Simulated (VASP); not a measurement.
Write the native input for VASP 6.6.1 that does the following.

| Item | Value |
| --- | --- |
| Task | relaxation of cell and atoms |
| Functional | optB88-vdW |
| Potentials or basis | VASP PAW PBE potentials, release 64 (B, As) |
| Cutoff | 600 eV |
| k mesh | 9 × 9 × 9 |
| Occupations | fermi-dirac, width 0.05 eV |
| Spin | no spin polarisation |
| Further INCAR settings | ALGO = Fast; EDIFF = 1e-06; IBRION = 2; EDIFFG = -0.01; NSW = 60; ISIF = 3 |

The structure of BAs lies in POSCAR:

```
BAs
1.0
    2.9343700000      0.0000000000      0.0000000000
    0.0000000000      2.9343700000      0.0000000000
    0.0000000000      0.0000000000      2.9343700000
B As
1 1
Direct
    0.5000000000      0.5000000000      0.5000000000
    0.0000000000      0.0000000000      0.0000000000
```

The cell was built by a generator and needn't be a form met in nature.

The input as run:

INCAR

```
SYSTEM = BAs
  PREC = Accurate
  ENCUT = 600
  EDIFF = 1E-6
  ISMEAR = -1
  SIGMA = 0.05
  LREAL = .False.
  LASPH = .True.
  NELM = 100
  ALGO = Fast
  ISIF = 3
  LWAVE = .False.
  LCHARG = .False.
  GGA = BO
  LUSE_VDW = .True.
  AGGAC = 0.0
  PARAM1 = 0.1833333333
  PARAM2 = 0.22
  IBRION = 2
  NSW = 60
  EDIFFG = -0.01
```

KPOINTS

```
regular mesh
0
Gamma
  9 9 9
  0 0 0
```

Potentials or basis: VASP PAW PBE potentials, release 64 (B, As).

The run is started by

```bash
$ cat potpaw_PBE.64/B/POTCAR potpaw_PBE.64/As/POTCAR > POTCAR
$ mpirun -np 1 vasp_std > vasp.out
```

It gave:

```yaml
Relaxed_volume: 13.30 Å³/atom
Relaxed_cell: a = 2.985 Å, b = 2.985 Å, c = 2.985 Å, α = 90.00°, β = 90.00°, γ = 90.00°
Space_group_after_relaxing_to_0.05_Å: Pm-3m (No. 221)
Energy_gained_by_relaxing: 10.3 meV/atom
Ionic_steps: 3
Pressure_after_relaxing: 0.0 GPa
Band_gap_on_the_k_mesh: none (metal or under the smearing width)
```

Caveat: the PAW data sets were made with another functional, which shifts forces and pressure a little.

Wall time 33 s on 1 thread of Intel(R) Xeon(R) Platinum 8488C (Sapphire Rapids), with other jobs on the host, peak memory 0.26 GiB.
